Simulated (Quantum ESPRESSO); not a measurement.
The system is ZrC.

```xyz
2
Lattice="0.0000 2.3650 2.3650 2.3650 0.0000 2.3650 2.3650 2.3650 0.0000" Properties=species:S:1:pos:R:3 pbc="T T T"
Zr    2.3650    2.3650    2.3650
C     0.0000    0.0000    0.0000
```

Base run:

| Item | Value |
| --- | --- |
| Program | Quantum ESPRESSO 7.5 |
| Functional | PBEsol |
| Potentials or basis | PseudoDojo 0.4.1 SR PBEsol standard |
| Cutoff | 1116 eV |
| Density cutoff | 4463 eV |
| k mesh | 10 × 10 × 10 |
| Occupations | fermi-dirac, width 0.05 eV |
| Spin | no spin polarisation |

Its results: band gap on the k mesh none (metal or under the smearing width); pressure -8.3 GPa.

Task: The run is repeated on the same cell with these changes: functional from PBEsol to LDA; potentials or basis from PseudoDojo 0.4.1 SR PBEsol standard to PseudoDojo 0.4.1 SR LDA standard. What comes out?

Result: Band gap on the k mesh none (metal or under the smearing width); pressure -12.3 GPa.
